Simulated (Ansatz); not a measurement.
Crystal: AlN.

```xyz
2
Lattice="0.0000 2.0345 2.0345 2.0345 0.0000 2.0345 2.0345 2.0345 0.0000" Properties=species:S:1:pos:R:3 pbc="T T T"
Al    2.0345    2.0345    2.0345
N     0.0000    0.0000    0.0000
```

Measurements of this composition are mostly on another form, of space group No. 186.

* Program: Ansatz 0.2.0
* Task: relaxation of cell and atoms
* Functional: BLYP
* Dispersion: D4
* Potentials or basis: Ansatz PAW
* Cutoff: 420 eV (not typed: the program's choice for these potentials)
* k mesh: 11 × 11 × 11
* Occupations: fermi-dirac, width 0.05 eV
* Spin: no spin polarisation

At the start: volume 8.42 Å³/atom.

Q: Where does the relaxation end?

A: It ends after 7 steps and the volume is 8.12 Å³/atom (-3.6 %); space group Fm-3m (No. 225, to 0.05 Å).

Step by step:
```csv
step,energy change (eV),largest force (eV/Å),volume (Å³)
1,0.0000,0.0000,16.84
2,-0.0137,0.0000,16.56
3,-0.0197,0.0000,16.23
4,-0.0197,0.0000,16.25
5,-0.0178,0.0000,16.25
6,-0.0178,0.0000,16.24
7,-0.0178,0.0000,16.24
```

Final structure:
```
Al N
1.0
     0.00000    2.00988    2.00988
     2.00988    0.00000    2.00988
     2.00988    2.00988    0.00000
Al N
1 1
Direct
  0.50000 0.50000 0.50000
  0.00000 0.00000 0.00000
```

Caveat: the plane-wave basis is chosen anew once the cell has moved, so the energies of steps on either side of that aren't comparable; the pressure holds a Pulay correction of +0.6 GPa for the finite cutoff; the PAW data sets come from PBE, with cores solved anew for the run's functional, which leaves a small shift of forces and pressure.
